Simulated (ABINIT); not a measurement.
Crystal: MoP.

```
Mo P
1.0
     3.22300    0.00000    0.00000
    -1.61150    2.79120    0.00000
     0.00000    0.00000    3.19100
Mo P
1 1
Direct
  0.00000 0.00000 0.00000
  0.33333 0.66667 0.50000
```

Base run:

```yaml
Program: ABINIT 10.8.3 (patched build)
Functional: PBEsol
Potentials_or_basis: JTH PAW PBE v2.0
Cutoff: 544 eV
k_mesh: 8 × 8 × 6
Occupations: fermi-dirac, width 0.05 eV
Spin: no spin polarisation
```

Its results: band gap on the k mesh none (metal or under the smearing width); pressure -3.1 GPa.

Problem. The run is repeated on the same cell with these changes: functional from PBEsol to PBE. What comes out?

Solution. Band gap on the k mesh none (metal or under the smearing width); pressure 2.9 GPa.

PBE binds less tightly than PBEsol, so the same cell stands under more pressure.

Caveats: the PAW data sets were made with another functional, which shifts forces and pressure a little (some runs).
